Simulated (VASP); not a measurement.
**AlN: single point with LDA**

The system is AlN.

```
CELL_PARAMETERS angstrom
-0.21478 1.93300 1.93300
1.93300 -0.21478 1.93300
1.93300 1.93300 -0.21478
ATOMIC_POSITIONS crystal
Al 0.50000 0.50000 0.50000
N 0.00000 0.00000 0.00000
```

Measurements of this composition are mostly on another form, of space group No. 186.

```yaml
Program: VASP 6.6.1
Task: single point
Functional: LDA
Potentials_or_basis: VASP PAW LDA potentials, release 64 (Al, N)
Cutoff: 520 eV
k_mesh: 10 × 10 × 10
Occupations: gaussian, width 0.05 eV
Spin: no spin polarisation
Dipole_correction: no
Further_INCAR_settings: ALGO = Normal; EDIFF = 1e-07; NBANDS = 11
```

| Property | Result |
| --- | --- |
| Pressure | -8.7 GPa |
| Band gap on the k mesh | 1.81 eV, indirect (least direct gap 3.60 eV) |

Stress tensor (GPa, compression positive):
```
-8.67 26.58 26.58
26.58 -8.67 26.58
26.58 26.58 -8.67
```

Levels at points of the mesh, in eV from the valence-band top:
```csv
k point,band 2,band 3,band 4,band 5,band 6,band 7
"(0.00, 0.00, 0.00)",-1.73,-1.73,0.00,3.60,9.19,9.19
"(0.50, 0.00, 0.00)",-9.76,-2.32,-1.13,4.97,9.51,10.59
"(0.50, 0.50, 0.00)",-8.40,-4.97,-2.65,1.81,5.52,11.44
"(0.50, 0.50, 0.50)",-8.24,-3.20,-3.20,2.83,7.11,7.11
```

Wall time 12 s on 1 thread of AMD EPYC 7R13 Processor (Zen 3) (shared host), peak memory 0.09 GiB.

A k mesh can miss the band edges.
